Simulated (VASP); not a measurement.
# HfO2 (P2_12_12) in VASP: notebook

One crystal, HfO2, is run at these levels: PBE; tasks: dielectric tensor, optical spectrum, density of states.

All numbers are computed with VASP 6.6.1; they aren't measurements. Logs are shortened: lines on timing, memory, paths and dates and some standing lists are left out, and cuts for length are marked.

**1. Starting point**

It takes space group P2_12_12 (No. 18, orthorhombic). Conventional cell: a = 5.080 Å, b = 5.165 Å, c = 4.891 Å, α = 90.00°, β = 90.00°, γ = 90.00°. Hf (site symmetry 1) has 7 O at 1.99 to 2.25 Å as nearest neighbours. O (site symmetry 1) is surrounded by 3 Hf at 1.99 to 2.25 Å. O (site symmetry 2) is surrounded by 4 Hf at 2.13 to 2.15 Å. O (site symmetry 2) is surrounded by 4 Hf at 2.16 to 2.18 Å.

The cell comes from a database or a generator and needn't be the stable form of this composition.

**2. Dielectric tensor, PBE**

The input, INCAR:

```
PREC = Accurate
ENCUT = 520
EDIFF = 1E-8
ISMEAR = 0
SIGMA = 0.02
LREAL = F
LASPH = T
NELM = 80
ALGO = Normal
ISIF = 2
LWAVE = F
LCHARG = F
GGA = PE
LEPSILON = T
```

The input, KPOINTS:

```
Automatic mesh
0
Gamma
  3 3 4
```

The input, POSCAR:

```
HfO2
1.0
    5.0803194000      0.0000000000      0.0000000000
    0.0000000000      5.1648674500      0.0000000000
    0.0000000000      0.0000000000      4.8908836500
Hf O
4 8
Direct
    0.2225908200      0.7817995800      0.2720679400
    0.7225908200      0.7182004200      0.7279320600
    0.7774091800      0.2182004200      0.2720679400
    0.2774091800      0.2817995800      0.7279320600
    0.1868153200      0.1636487800      0.1045346200
    0.6868153200      0.3363512200      0.8954653800
    0.8131846800      0.8363512200      0.1045346200
    0.3131846800      0.6636487800      0.8954653800
    0.0000000000      0.5000000000      0.4890544500
    0.5000000000      0.0000000000      0.5109455500
    0.0000000000      0.0000000000      0.5756249900
    0.5000000000      0.5000000000      0.4243750100
```

Potentials or basis: VASP PAW PBE potentials, release 64 (Hf_pv, O).

The run is started by

```sh
$ cat potpaw_PBE.64/Hf_pv/POTCAR potpaw_PBE.64/O/POTCAR > POTCAR
$ mpirun -np 1 vasp_std > vasp.out
```

OUTCAR:

```text
PREC = Accurate
   ENCUT = 520
   EDIFF = 1E-8
   ISMEAR = 0
   LREAL = F
   LASPH = T
   NELM = 80
   ISIF = 2
   GGA = PE
   LEPSILON = T

 ion  position               nearest neighbor table
   1  0.223  0.782  0.272-   8 1.99   9 2.13   5 2.14  10 2.15  12 2.16  11 2.18   7 2.25   3 3.19
                             2 3.40   2 3.40   4 3.42   4 3.42   3 3.61   3 3.69   2 3.69   2 3.69
   2  0.723  0.718  0.728-   7 1.99  10 2.13   6 2.14   9 2.15  11 2.16  12 2.18   8 2.25   4 3.19
                             1 3.40   1 3.40   3 3.42   3 3.42   4 3.61   4 3.69   1 3.69   1 3.69
   3  0.777  0.218  0.272-   6 1.99   9 2.13   7 2.14  10 2.15  12 2.16  11 2.18   5 2.25   1 3.19
                             4 3.40   4 3.40   2 3.42   2 3.42   1 3.61   1 3.69   4 3.69   4 3.69
   4  0.277  0.282  0.728-   5 1.99  10 2.13   8 2.14   9 2.15  11 2.16  12 2.18   6 2.25   2 3.19
                             3 3.40   3 3.40   1 3.42   1 3.42   2 3.61   2 3.69   3 3.69   3 3.69
   5  0.187  0.164  0.105-   4 1.99   1 2.14   3 2.25
   6  0.687  0.336  0.895-   3 1.99   2 2.14   4 2.25
   7  0.813  0.836  0.105-   2 1.99   3 2.14   1 2.25
   8  0.313  0.664  0.895-   1 1.99   4 2.14   2 2.25
   9  0.000  0.500  0.489-   1 2.13   3 2.13   2 2.15   4 2.15
  10  0.500  0.000  0.511-   2 2.13   4 2.13   3 2.15   1 2.15
  11  0.000  0.000  0.576-   2 2.16   4 2.16   3 2.18   1 2.18
  12  0.500  0.500  0.424-   1 2.16   3 2.16   2 2.18   4 2.18

  LATTYP: Found a simple orthorhombic cell.
 ALAT       =     4.8908836500
 B/A-ratio  =     1.0387324180
 C/A-ratio  =     1.0560192840

  Lattice vectors:

 A1 = (   0.0000000000,   0.0000000000,   4.8908836500)
 A2 = (   5.0803194000,   0.0000000000,   0.0000000000)
 A3 = (   0.0000000000,   5.1648674500,   0.0000000000)

Analysis of symmetry for initial positions (statically):
=====================================================================
 Subroutine PRICEL returns:
 Original cell was already a primitive cell.

 Routine SETGRP: Setting up the symmetry group for a
 simple orthorhombic supercell.

 Subroutine GETGRP returns: Found  4 space group operations
 (whereof  2 operations were pure point group operations)
 out of a pool of  8 trial point group operations.

The static configuration has the point symmetry C_2 .
 The point group associated with its full space group is D_2 .

Analysis of symmetry for dynamics (positions and initial velocities):
=====================================================================
 Subroutine PRICEL returns:
 Original cell was already a primitive cell.

 Routine SETGRP: Setting up the symmetry group for a
 simple orthorhombic supercell.

 Subroutine GETGRP returns: Found  4 space group operations
 (whereof  2 operations were pure point group operations)
 out of a pool of  8 trial point group operations.

The dynamic configuration has the point symmetry C_2 .
 The point group associated with its full space group is D_2 .

[... 862 lines left out ...]
 Free energy of the ion-electron system (eV)
  ---------------------------------------------------
  ---------------------------------------------------
  free energy    TOTEN  =        -1.50180796 eV

  energy without entropy =       -1.50180796

------------------------ aborting loop because EDIFF is reached ----------------------------------------

--------------------------------------- Ionic step        2  -------------------------------------------

------------------------ aborting loop because EDIFF is reached ----------------------------------------

--------------------------------------- Ionic step        3  -------------------------------------------

 Free energy of the ion-electron system (eV)
  ---------------------------------------------------
  ---------------------------------------------------
  free energy    TOTEN  =        -1.63658022 eV

  energy without entropy =       -1.63658022

------------------------ aborting loop because EDIFF is reached ----------------------------------------

 PIEZOELECTRIC TENSOR FIELD DIRECTION 3  (e Angst)
 -----------------------------------------------------------------------------
    -0.00013 -1.95485  0.00000           (  0.00001 -0.05576  0.00000)
    -1.95482 -0.00187  0.00000           ( -0.05576  0.00000  0.00000)
     0.00000  0.00000  0.00142           (  0.00000  0.00000 -0.00001)

 PIEZOELECTRIC TENSOR FIELD DIRECTION 3  (C/m^2)
 -----------------------------------------------------------------------------
    -0.00002 -0.24405  0.00000
    -0.24405 -0.00023  0.00000
     0.00000  0.00000  0.00018

 MACROSCOPIC STATIC DIELECTRIC TENSOR (including local field effects in DFT)
 ------------------------------------------------------
           4.967221     0.000000     0.000000
           0.000000     5.138848     0.000000
           0.000000     0.000000     5.329223
 ------------------------------------------------------

 PIEZOELECTRIC TENSOR (including local field effects)  for field in x, y, z        (e  Angst)
          XX          YY          ZZ          XY          YZ          ZX
  --------------------------------------------------------------------------------
  x     0.00000     0.00000     0.00000     0.00000    -2.07530     0.00000
  y     0.00000     0.00000     0.00000     0.00000     0.00000    -2.15413
  z     0.00000     0.00000     0.00000    -1.95482     0.00000     0.00000

 PIEZOELECTRIC TENSOR (including local field effects)  for field in x, y, z        (C/m^2)
          XX          YY          ZZ          XY          YZ          ZX
  --------------------------------------------------------------------------------
  x     0.00000     0.00000     0.00000     0.00000    -0.25909     0.00000
  y     0.00000     0.00000     0.00000     0.00000     0.00000    -0.26893
  z     0.00000     0.00000     0.00000    -0.24405     0.00000     0.00000

 BORN EFFECTIVE CHARGES (including local field effects) (in |e|, cummulative output)
 ---------------------------------------------------------------------------------
 ion    1
    1     4.73914    -0.51723    -0.09572
    2    -0.52130     5.16822     0.13895
    3     0.33368    -0.43535     5.51055
 ion    2
    1     4.73914     0.51723     0.09572
    2     0.52130     5.16822     0.13895
    3    -0.33368    -0.43535     5.51055
 ion    3
    1     4.73914    -0.51723     0.09572
    2    -0.52130     5.16822    -0.13895
    3    -0.33368     0.43535     5.51055
 ion    4
    1     4.73914     0.51723    -0.09572
    2     0.52130     5.16822    -0.13895
    3     0.33368     0.43535     5.51055
 ion    5
[... 16 lines left out ...]
    1    -2.43255    -0.08774     0.00000
    2    -0.07696    -2.64962     0.00000
    3     0.00000     0.00000    -2.31345
 ion   10
    1    -2.43255     0.08774     0.00000
    2     0.07696    -2.64962     0.00000
    3     0.00000     0.00000    -2.31345
 ion   11
    1    -2.57188    -0.45047     0.00000
    2    -0.44532    -2.76819     0.00000
    3     0.00000     0.00000    -2.56308
 ion   12
    1    -2.57188     0.45047     0.00000
    2     0.44532    -2.76819     0.00000
    3     0.00000     0.00000    -2.56308
```

OSZICAR:

```text
[... 13 lines left out ...]
RMM:   9    -0.163653948820E+01    0.13799E-03    0.16946E-04  2537   0.118E-02    0.562E-03
RMM:  10    -0.163655434810E+01   -0.14860E-04    0.96711E-05  2742   0.340E-03    0.292E-03
RMM:  11    -0.163657099077E+01   -0.16643E-04    0.83181E-05  2778   0.240E-03    0.867E-04
RMM:  12    -0.163657352673E+01   -0.25360E-05    0.69924E-05  2935   0.203E-03    0.488E-04
RMM:  13    -0.163658017238E+01   -0.66457E-05    0.65446E-05  2925   0.187E-03    0.981E-05
RMM:  14    -0.163658161049E+01   -0.14381E-05    0.66687E-05  3018   0.184E-03    0.103E-04
RMM:  15    -0.163657984318E+01    0.17673E-05    0.73232E-05  2872   0.182E-03    0.399E-05
RMM:  16    -0.163658046106E+01   -0.61788E-06    0.70725E-05  2872   0.181E-03    0.130E-05
RMM:  17    -0.163658022480E+01    0.23626E-06    0.73455E-05  2918   0.181E-03    0.810E-06
```

stdout:

```text
POSCAR found type information on POSCAR HfO
 POSCAR found :  2 types and      12 ions
 scaLAPACK will be used
 LDA part: xc-table for (Slater+PW92), standard interpolation
 POSCAR, INCAR and KPOINTS ok, starting setup
 FFT: planning ... GRIDC
 FFT: planning ... GRID_SOFT
 FFT: planning ... GRID
 WAVECAR not read
 entering main loop
 Linear response reoptimize wavefunctions to high precision
 Linear response G [H, r] |phi>, progress :
  Direction:   1
 Linear response G [H, r] |phi>, progress :
  Direction:   2
 Linear response G [H, r] |phi>, progress :
  Direction:   3
 Linear response to external field (no local field effect), progress :
  Direction:   1
 dielectric tensor                  component  1 :     5.100     0.022    -0.040
 Linear response to external field (no local field effect), progress :
  Direction:   2
 dielectric tensor                  component  2 :     0.022     5.271     0.003
 Linear response to external field (no local field effect), progress :
  Direction:   3
 dielectric tensor                  component  3 :    -0.040     0.003     5.526
 Linear response to external field, progress :
  Direction:   1
 dielectric tensor                  component  1 :     4.967     0.021     0.004
 Linear response to external field, progress :
  Direction:   2
 dielectric tensor                  component  2 :     0.021     5.139     0.016
 Linear response to external field, progress :
  Direction:   3
 dielectric tensor                  component  3 :     0.004     0.003     5.329
 Born effective charges drift removed
```

Wall time 32 min (1 thread of AMD EPYC, shared host); peak memory 0.43 GiB.

Results:

- Band gap on the k mesh: 3.82 eV, direct
- Electronic dielectric tensor (diagonal): 4.97, 5.14, 5.33
- Born charges (mean of the diagonal): Hf +5.14; O -2.59, -2.47, -2.63 e

Electronic dielectric tensor:
```
4.97 0.00 0.00
0.00 5.14 0.00
0.00 0.00 5.33
```

Born effective charge tensors (e):
atom 1, Hf
```
 4.74 -0.52 -0.10
-0.52  5.17  0.14
 0.33 -0.44  5.51
```
atom 2, Hf
```
 4.74  0.52  0.10
 0.52  5.17  0.14
-0.33 -0.44  5.51
```
atom 3, Hf
```
 4.74 -0.52  0.10
-0.52  5.17 -0.14
-0.33  0.44  5.51
```
atom 4, Hf
```
 4.74  0.52 -0.10
 0.52  5.17 -0.14
 0.33  0.44  5.51
```
atom 5, O
```
-2.24  0.07  0.67
 0.04 -2.46  0.94
 0.48  0.70 -3.07
```
atom 6, O
```
-2.24 -0.07 -0.67
-0.04 -2.46  0.94
-0.48  0.70 -3.07
```
atom 7, O
```
-2.24  0.07 -0.67
 0.04 -2.46 -0.94
-0.48 -0.70 -3.07
```
atom 8, O
```
-2.24 -0.07  0.67
-0.04 -2.46 -0.94
 0.48 -0.70 -3.07
```
atom 9, O
```
-2.43 -0.09  0.00
-0.08 -2.65  0.00
 0.00  0.00 -2.31
```
atom 10, O
```
-2.43  0.09  0.00
 0.08 -2.65  0.00
 0.00  0.00 -2.31
```
atom 11, O
```
-2.57 -0.45  0.00
-0.45 -2.77  0.00
 0.00  0.00 -2.56
```
atom 12, O
```
-2.57  0.45  0.00
 0.45 -2.77  0.00
 0.00  0.00 -2.56
```

Caveat: spin-orbit coupling is left out, which moves the levels of the heavy elements; an odd mesh through Γ misses points on the zone boundary, where band edges often lie.

(Part 1 of 2 ends here.)
